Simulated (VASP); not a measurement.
# Ti (P6_3/mmc) in VASP: band structure with PBEsol

Aim: the band structure of Ti with PBEsol.

Program: VASP 6.6.1. These are calculated values, not measurements. Logs are shortened: lines on timing, memory, paths and dates and some standing lists are left out, and cuts for length are marked.

## 1. The crystal as given

Symmetry: P6_3/mmc, No. 194, hexagonal system. The conventional cell has a = 2.902 Å, b = 2.902 Å, c = 4.575 Å, α = 90.00°, β = 90.00°, γ = 120.00°. Around Ti (site symmetry -6m2) lie 12 Ti at 2.84 to 2.90 Å.

## 2. Band structure, PBEsol

Contents of INCAR:

```
PREC = Accurate
ENCUT = 520
EDIFF = 1E-6
ISMEAR = 1
SIGMA = 0.1
LREAL = False
LASPH = True
NELM = 80
ALGO = Normal
ISIF = 2
LWAVE = False
LCHARG = False
LMAXMIX = 4
GGA = PS
NBANDS = 19
ICORELEVEL = 1
```

Contents of KPOINTS:

```
Automatic mesh
0
Gamma
  15 15 8
```

Contents of POSCAR:

```
Ti                                      
1.0
    2.9021000519      0.0000000000      0.0000000000
   -1.4510500259      2.5132923681      0.0000000000
    0.0000000000      0.0000000000      4.5750144041
  Ti            
     2
Direct
     0.3333333300000021    0.6666666699999979    0.2500000000000000
     0.6666666699999979    0.3333333300000021    0.7500000000000000
```

Contents of KPOINTS_OPT:

```
explicit points
141
Reciprocal
 0.0000000000  0.0000000000  0.0000000000 1
 0.0357142857  0.0000000000  0.0000000000 1
 0.0714285714  0.0000000000  0.0000000000 1
 0.1071428571  0.0000000000  0.0000000000 1
 0.1428571429  0.0000000000  0.0000000000 1
 0.1785714286  0.0000000000  0.0000000000 1
[... 133 lines left out ...]
 0.5000000000  0.0000000000  0.5000000000 1
 0.5000000000  0.0000000000  0.0000000000 1
```

Potentials or basis: VASP PAW PBE potentials, release 64 (Ti_sv).

Launch:

```console
cat potpaw_PBE.64/Ti_sv/POTCAR > POTCAR
mpirun -np 1 vasp_std > vasp.out
```

OUTCAR:

```text
PREC = Accurate
   ENCUT = 520
   EDIFF = 1E-6
   ISMEAR = 1
   LREAL = False
   LASPH = True
   NELM = 80
   ISIF = 2
   GGA = PS

 ion  position               nearest neighbor table
   1  0.333  0.667  0.250-   2 2.84   2 2.84   2 2.84   2 2.84   2 2.84   2 2.84
   2  0.667  0.333  0.750-   1 2.84   1 2.84   1 2.84   1 2.84   1 2.84   1 2.84

  LATTYP: Found a hexagonal cell.
 ALAT       =     2.9021000519
 C/A-ratio  =     1.5764495787

  Lattice vectors:

 A1 = (   2.9021000519,   0.0000000000,   0.0000000000)
 A2 = (  -1.4510500259,   2.5132923681,   0.0000000000)
 A3 = (   0.0000000000,   0.0000000000,   4.5750144041)

Analysis of symmetry for initial positions (statically):
=====================================================================
 Subroutine PRICEL returns:
 Original cell was already a primitive cell.

 Routine SETGRP: Setting up the symmetry group for a
 hexagonal supercell.

 Subroutine GETGRP returns: Found 24 space group operations
 (whereof 12 operations were pure point group operations)
 out of a pool of 24 trial point group operations.

The static configuration has the point symmetry D_3d.
 The point group associated with its full space group is D_6h.

Analysis of symmetry for dynamics (positions and initial velocities):
=====================================================================
 Subroutine PRICEL returns:
 Original cell was already a primitive cell.

 Routine SETGRP: Setting up the symmetry group for a
 hexagonal supercell.

 Subroutine GETGRP returns: Found 24 space group operations
 (whereof 12 operations were pure point group operations)
 out of a pool of 24 trial point group operations.

The dynamic configuration has the point symmetry D_3d.
 The point group associated with its full space group is D_6h.

 Subroutine INISYM returns: Found 24 space group operations
 (whereof 12 operations are pure point group operations),
 and found     1 'primitive' translations

----------------------------------------------------------------------------------------

                                     Primitive cell

  volume of cell :      33.3694

  direct lattice vectors                    reciprocal lattice vectors
     2.902100052  0.000000000  0.000000000     0.344578058  0.198942235  0.000000000
    -1.451050026  2.513292368  0.000000000     0.000000000  0.397884469  0.000000000
     0.000000000  0.000000000  4.575014404     0.000000000  0.000000000  0.218578547

  length of vectors
     2.902100052  2.902100051  4.575014404     0.397884469  0.397884469  0.218578547

  position of ions in fractional coordinates (direct lattice)
     0.333333330  0.666666670  0.250000000
     0.666666670  0.333333330  0.750000000

  ion indices of the primitive-cell ions
   primitive index   ion index
                 1           1
                 2           2

----------------------------------------------------------------------------------------

 KPOINTS: Automatic mesh

Automatic generation of k-mesh.
 Grid dimensions read from file:
 generate k-points for:   15   15    8

 Generating k-lattice:

  Cartesian coordinates                     Fractional coordinates (reciprocal lattice)
     0.022971871  0.013262816  0.000000000     0.066666667  0.000000000  0.000000000
     0.000000000  0.026525631  0.000000000     0.000000000  0.066666667  0.000000000
     0.000000000  0.000000000  0.027322318     0.000000000  0.000000000  0.125000000

  Length of vectors
     0.026525631  0.026525631  0.027322318

  Shift w.r.t. Gamma in fractional coordinates (k-lattice)
     0.000000000  0.000000000  0.000000000

 Subroutine IBZKPT returns following result:
 ===========================================

 Found    135 irreducible k-points:

 Following reciprocal coordinates:
            Coordinates               Weight
  0.000000  0.000000  0.000000      1.000000
  0.066667 -0.000000  0.000000      6.000000
  0.133333  0.000000  0.000000      6.000000
  0.200000 -0.000000  0.000000      6.000000
  0.266667  0.000000  0.000000      6.000000
  0.333333 -0.000000  0.000000      6.000000
[... 16 lines left out ...]
  0.333333  0.200000  0.000000     12.000000
  0.400000  0.200000  0.000000      6.000000
 [... further k-points ...]
   k-points           NKPTS =    135   k-points in BZ     NKDIM =    135   number of bands    NBANDS=     19
   number of dos      NEDOS =    301   number of ions     NIONS =      2
   total plane-waves  NPLWV =  20736
   dimension x,y,z NGX =    24 NGY =   24 NGZ =   36
   dimension x,y,z NGXF=    48 NGYF=   48 NGZF=   72
   ions per type =               2
   NGX,Y,Z   is equivalent  to a cutoff of  13.75, 13.75, 13.08 a.u.
   NGXF,Y,Z  is equivalent  to a cutoff of  27.50, 27.50, 26.16 a.u.
 SYSTEM =  unknown system
   PREC   = accura    normal or accurate (medium, high low for compatibility)
   ISTART =      0    job   : 0-new  1-cont  2-samecut
   ICHARG =      2    charge: 1-file 2-atom 10-const
   ISPIN  =      1    spin polarized calculation?
   LNONCOLLINEAR =      F non collinear calculations
   LSORBIT =      F    spin-orbit coupling
   LASPH  =      T    aspherical Exc in radial PAW
   ENCUT  =  520.0 eV  38.22 Ry    6.18 a.u.   5.40  5.40  8.51*2*pi/ulx,y,z
   NELM   =     80;   NELMIN=  2; NELMDL= -5     # of ELM steps
   EDIFF  = 0.1E-05   stopping-criterion for ELM
   LREAL  =      F    real-space projection
   EDIFFG = 0.1E-04   stopping-criterion for IOM
   NSW    =      0    number of steps for IOM
   IBRION =     -1    ionic relax: 0-MD 1-quasi-New 2-CG
   NFREE  =      0    steps in history (QN), initial steepest desc. (CG)
   ISIF   =      2    stress and relaxation
   ISYM   =      2    0-nonsym 1-usesym 2-fastsym
   POTIM  = 0.5000    time-step for ionic-motion
   TEBEG  =    0.0;   TEEND  =   0.0 temperature during run
   PSTRESS=    0.0 pullay stress
   NELECT =      24.0000    total number of electrons
   NUPDOWN=      -1.0000    fix difference up-down
   EMIN   =  10.00;   EMAX   =-10.00  energy-range for DOS
   EFERMI =   0.00;   METHOD = LEGACY
   ISMEAR =     1;   SIGMA  =   0.10  broadening in eV -4-tet -1-fermi 0-gaus
   EFERMI_NEDOS =   21; number of points for ismear=-14 and -15
   IALGO  =     38    algorithm
   IMIX   =      4    mixing-type and parameters
     AMIX     =   0.40;   BMIX     =  1.00
     AMIX_MAG =   1.60;   BMIX_MAG =  1.00
  volume/ion in A,a.u.               =      16.68       112.59
  Fermi-wavevector in a.u.,A,eV,Ry     =   1.466772  2.771797 29.271849  2.151420
  Thomas-Fermi vector in A             =   2.582470
   LORBIT       =      0    0 simple, 1 ext, 2 COOP (PROOUT), +10 PAW based schemes
   GGA     = PS    functional components
   LHFCALC =     F    Hartree Fock is set to
   AEXX    =    0.0000 exact exchange contribution
   IVDW    =     0    specifies the selected vdW correction
   LEPSILON=     F    determine dielectric tensor
   LRPA    =     F    only Hartree local field effects (RPA)
 non-spin polarized calculation
 Methfessel and Paxton  Order N= 1 SIGMA  =   0.10
  energy-cutoff  :      520.00
  volume of cell :       33.37
 maximum number of plane-waves:       929
 NGX is ok and might be reduce to    24
   NGX = 11   NGY = 11   NGZ = 17

 number of electron      23.9999997 magnetization

 Free energy of the ion-electron system (eV)
  ---------------------------------------------------
  ext. energy  EPLUGINS =         0.00000000
  ---------------------------------------------------
  free energy    TOTEN  =       -16.67861552 eV

  energy without entropy =      -16.67899626  energy(sigma->0) =      -16.67874244

 the core state eigenenergies are
   1-  1s  -4854.1356  2s   -522.6201  2p   -429.9232
   2-  1s  -4854.1356  2s   -522.6201  2p   -429.9232

 E-fermi :   8.6524     XC(G=0): -11.8288

 val. band max:        8.6522386440   @ k =   0.0000   0.0000   0.3750
 cond. band min:       8.6571249250   @ k =   0.0667  -0.0000   0.2500
 fundamental gap:      0.0048862810
 Fermi energy:         8.6523837411

 k-point     1 :       0.0000    0.0000    0.0000
  band No.  band energies     occupation
      1     -47.9284      2.00000
      2     -47.7614      2.00000
      3     -24.6785      2.00000
      4     -23.9331      2.00000
      5     -23.9331      2.00000
      6     -23.8536      2.00000
[... 11 lines left out ...]
     18      10.2988     -0.00000
     19      11.9482      0.00000

 k-point     2 :       0.0667   -0.0000    0.0000
  band No.  band energies     occupation
      1     -47.9232      2.00000
      2     -47.7594      2.00000
      3     -24.6672      2.00000
      4     -23.9560      2.00000
      5     -23.9408      2.00000
      6     -23.8584      2.00000
[... 11 lines left out ...]
     18      10.2240     -0.00000
     19      11.9896      0.00000

 k-point     3 :       0.1333    0.0000    0.0000
  band No.  band energies     occupation
      1     -47.9082      2.00000
      2     -47.7539      2.00000
      3     -24.6343      2.00000
      4     -24.0212      2.00000
      5     -23.9622      2.00000
      6     -23.9058      2.00000
[... 11 lines left out ...]
     18      10.2898     -0.00000
     19      12.0870      0.00000

 k-point     4 :       0.2000   -0.0000    0.0000
  band No.  band energies     occupation
      1     -47.8855      2.00000
      2     -47.7465      2.00000
      3     -24.5828      2.00000
      4     -24.1179      2.00000
      5     -24.0016      2.00000
      6     -23.9927      2.00000
[... 168 lines left out ...]
 k-point    12 :       0.2667    0.0667    0.0000
  band No.  band energies     occupation
      1     -47.8413      2.00000
      2     -47.7356      2.00000
      3     -24.4754      2.00000
      4     -24.2831      2.00000
      5     -24.1730      2.00000
      6     -24.0429      2.00000
[... 11 lines left out ...]
     18      11.5665      0.00000
     19      12.2959      0.00000

 k-point    13 :       0.3333    0.0667    0.0000
  band No.  band energies     occupation
      1     -47.8146      2.00000
      2     -47.7324      2.00000
      3     -24.4040      2.00000
      4     -24.3790      2.00000
      5     -24.2505      2.00000
      6     -24.0785      2.00000
[... 11 lines left out ...]
     18      12.1494      0.00000
     19      12.3429      0.00000

 k-point    14 :       0.4000    0.0667    0.0000
  band No.  band energies     occupation
      1     -47.7940      2.00000

------------------------ aborting loop because EDIFF is reached ----------------------------------------

  FORCE on cell =-STRESS in cart. coord.  units (eV):
  Direction    XX          YY          ZZ          XY          YZ          ZX
  --------------------------------------------------------------------------------------
  -------------------------------------------------------------------------------------
  Total       -0.0011696     -0.0011696      0.0141269     -0.0000000     -0.0000000     -0.0000000
  in kB       -0.0561585     -0.0561585      0.6782811     -0.0000000     -0.0000000     -0.0000000
  external PRESSURE =       0.1886547 kB  Pullay stress =       0.0000000 kB

 VOLUME and BASIS-vectors are now :
 -----------------------------------------------------------------------------
  energy-cutoff  :      520.00
  volume of cell :       33.37
      direct lattice vectors                 reciprocal lattice vectors
     2.902100052  0.000000000  0.000000000     0.344578058  0.198942235  0.000000000
    -1.451050026  2.513292368  0.000000000     0.000000000  0.397884469  0.000000000
     0.000000000  0.000000000  4.575014404     0.000000000  0.000000000  0.218578547

 POSITION                                       TOTAL-FORCE (eV/Angst)
 -----------------------------------------------------------------------------------
     -0.00000      1.67553      1.14375         0.000000     -0.000000      0.000000
      1.45105      0.83776      3.43126        -0.000000      0.000000      0.000000
 -----------------------------------------------------------------------------------
    total drift:                               -0.000009      0.000005     -0.000000

  FREE ENERGIE OF THE ION-ELECTRON SYSTEM (eV)
  ---------------------------------------------------
  free  energy   TOTEN  =       -16.6786155245 eV

  energy  without entropy=      -16.6789962630  energy(sigma->0) =      -16.67874244
```

It took 47 s on 1 thread of Intel Xeon 6975P-C (Granite Rapids), shared host; peak memory 0.24 GiB.

Results:

```
Free energy             : -16.6786 eV
Pressure                : 0.0 GPa
Band gap along the path : none (metal or under the smearing width)
```

Levels at the corners of the path, in eV from the Fermi level:
| point | band 8 | band 9 | band 10 | band 11 | band 12 | band 13 | band 14 | band 15 | band 16 | band 17 |
| --- | --- | --- | --- | --- | --- | --- | --- | --- | --- | --- |
| Γ | -32.47 | -6.32 | -2.81 | 0.78 | 0.78 | 0.92 | 0.93 | 1.31 | 1.31 | 1.65 |
| M | -32.55 | -2.42 | -2.30 | -1.97 | -0.61 | 0.43 | 0.66 | 1.24 | 3.50 | 3.75 |
| M | -32.55 | -2.42 | -2.30 | -1.97 | -0.61 | 0.43 | 0.66 | 1.24 | 3.50 | 3.75 |
| K | -32.76 | -1.83 | -1.44 | -1.44 | -1.35 | 0.22 | 0.22 | 1.57 | 3.23 | 3.23 |
| K | -32.76 | -1.83 | -1.44 | -1.44 | -1.35 | 0.22 | 0.22 | 1.57 | 3.23 | 3.23 |
| Γ | -32.47 | -6.32 | -2.81 | 0.78 | 0.78 | 0.92 | 0.93 | 1.31 | 1.31 | 1.65 |
| Γ | -32.47 | -6.32 | -2.81 | 0.78 | 0.78 | 0.92 | 0.93 | 1.31 | 1.31 | 1.65 |
| A | -32.53 | -4.39 | -4.39 | 0.09 | 0.09 | 0.67 | 0.67 | 0.67 | 0.67 | 2.93 |
| A | -32.53 | -4.39 | -4.39 | 0.09 | 0.09 | 0.67 | 0.67 | 0.67 | 0.67 | 2.93 |
| L | -32.65 | -2.68 | -2.68 | -0.87 | -0.87 | 1.43 | 1.43 | 1.77 | 1.77 | 3.65 |
| L | -32.65 | -2.68 | -2.68 | -0.87 | -0.87 | 1.43 | 1.43 | 1.77 | 1.77 | 3.65 |
| H | -32.61 | -1.32 | -1.32 | -1.16 | -1.16 | -0.20 | -0.20 | 1.73 | 1.73 | 3.30 |
| H | -32.61 | -1.32 | -1.32 | -1.16 | -1.16 | -0.20 | -0.20 | 1.73 | 1.73 | 3.30 |
| A | -32.53 | -4.39 | -4.39 | 0.09 | 0.09 | 0.67 | 0.67 | 0.67 | 0.67 | 2.93 |
| L | -32.65 | -2.68 | -2.68 | -0.87 | -0.87 | 1.43 | 1.43 | 1.77 | 1.77 | 3.65 |
| M | -32.55 | -2.42 | -2.30 | -1.97 | -0.61 | 0.43 | 0.66 | 1.24 | 3.50 | 3.75 |
| K | -32.76 | -1.83 | -1.44 | -1.44 | -1.35 | 0.22 | 0.22 | 1.57 | 3.23 | 3.23 |
| H | -32.61 | -1.32 | -1.32 | -1.16 | -1.16 | -0.20 | -0.20 | 1.73 | 1.73 | 3.30 |

Core levels (eV, on the scale of the bands):
```tsv
atom	levels
1 Ti	1s -4854.1, 2s -522.6, 2p -429.9
2 Ti	1s -4854.1, 2s -522.6, 2p -429.9
```

Caveat: the PAW data sets were made with another functional, which shifts forces and pressure a little.
